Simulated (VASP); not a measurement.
A run of VASP 6.6.1 is set up as follows.

POSCAR

```
CaB2
1.0
    3.2264302843      0.0000000000      0.0000000000
   -1.6132151421      2.7941705897      0.0000000000
    0.0000000000      0.0000000000      4.0673920000
Ca B
1 2
Direct
    0.0000000000      0.0000000000      0.0000000000
    0.6666666667      0.3333333333      0.5000000000
    0.3333333333      0.6666666667      0.5000000000
```

INCAR.step1

```
  AGGAC = 1.0
  AGGAX = 1.0
  ALDAC = 0.0
  ALDAX = 1.0
  ALGO = Fast
  EDIFF = 1E-6
  ENCUT = 520
  GGA = B5
  ISIF = 2
  ISMEAR = -1
  LASPH = T
  LCHARG = T
  LREAL = F
  LWAVE = F
  NELM = 60
  PREC = Accurate
  SIGMA = 0.05
```

The input KPOINTS.step1:

```
k-points
0
Gamma
  9 9 7
```

File INCAR.step2:

```
  AGGAC = 1.0
  AGGAX = 1.0
  ALDAC = 0.0
  ALDAX = 1.0
  ALGO = Fast
  EDIFF = 1E-6
  ENCUT = 520
  GGA = B5
  ICHARG = 11
  ISIF = 2
  ISMEAR = 0
  LASPH = T
  LCHARG = F
  LREAL = F
  LWAVE = F
  NELM = 60
  PREC = Accurate
  SIGMA = 0.05
```

File KPOINTS.step2:

```
path GMKGALHA,LM,KH
10
line-mode
reciprocal
 0.0000000000  0.0000000000  0.0000000000  G
 0.5000000000  0.0000000000  0.0000000000  M

 0.5000000000  0.0000000000  0.0000000000  M
 0.3333333333  0.3333333333  0.0000000000  K

 0.3333333333  0.3333333333  0.0000000000  K
 0.0000000000  0.0000000000  0.0000000000  G

 0.0000000000  0.0000000000  0.0000000000  G
 0.0000000000  0.0000000000  0.5000000000  A

 0.0000000000  0.0000000000  0.5000000000  A
 0.5000000000  0.0000000000  0.5000000000  L

 0.5000000000  0.0000000000  0.5000000000  L
 0.3333333333  0.3333333333  0.5000000000  H

 0.3333333333  0.3333333333  0.5000000000  H
 0.0000000000  0.0000000000  0.5000000000  A

 0.5000000000  0.0000000000  0.5000000000  L
 0.5000000000  0.0000000000  0.0000000000  M

 0.3333333333  0.3333333333  0.0000000000  K
 0.3333333333  0.3333333333  0.5000000000  H
```

Potentials or basis: VASP PAW PBE potentials, release 64 (Ca_sv, B).

Run with:

```bash
$ cat potpaw_PBE.64/Ca_sv/POTCAR potpaw_PBE.64/B/POTCAR > POTCAR
$ cp INCAR.step1 INCAR
$ cp KPOINTS.step1 KPOINTS
$ mpirun -np 1 vasp_std > vasp.out
$ cp INCAR.step2 INCAR
$ cp KPOINTS.step2 KPOINTS
$ mpirun -np 1 vasp_std > vasp.out
```

Q: Estimate the band gap along the path.

A: None (metal or under the smearing width).

Levels at the corners of the path, in eV from the Fermi level:
| point | band 6 | band 7 | band 8 | band 9 | band 10 | band 11 |
| --- | --- | --- | --- | --- | --- | --- |
| Γ | -1.74 | 0.29 | 0.29 | 0.54 | 5.17 | 5.17 |
| M | -6.25 | -1.39 | -1.18 | 1.05 | 3.17 | 5.12 |
| M | -6.25 | -1.39 | -1.18 | 1.05 | 3.17 | 5.12 |
| K | -5.85 | -4.10 | 0.02 | 0.02 | 3.80 | 3.80 |
| K | -5.85 | -4.10 | 0.02 | 0.02 | 3.80 | 3.80 |
| Γ | -1.74 | 0.29 | 0.29 | 0.54 | 5.17 | 5.18 |
| Γ | -1.74 | 0.29 | 0.29 | 0.54 | 5.17 | 5.17 |
| A | -4.53 | 0.85 | 0.85 | 3.36 | 3.93 | 3.93 |
| A | -4.53 | 0.85 | 0.85 | 3.36 | 3.93 | 3.94 |
| L | -5.41 | -1.70 | -0.80 | -0.61 | 5.17 | 5.75 |
| L | -5.41 | -1.70 | -0.80 | -0.61 | 5.17 | 5.75 |
| H | -6.16 | -3.31 | -0.28 | -0.28 | 5.79 | 6.47 |
| H | -6.16 | -3.31 | -0.28 | -0.28 | 5.79 | 6.47 |
| A | -4.53 | 0.85 | 0.85 | 3.36 | 3.93 | 3.93 |
| L | -5.41 | -1.70 | -0.80 | -0.61 | 5.17 | 5.75 |
| M | -6.25 | -1.39 | -1.18 | 1.05 | 3.17 | 5.12 |
| K | -5.85 | -4.10 | 0.02 | 0.02 | 3.80 | 3.80 |
| H | -6.16 | -3.31 | -0.28 | -0.28 | 5.79 | 6.47 |

Caveat: the log is that of the step along the path at fixed density, whose energy, stress, charges and moments have no meaning.
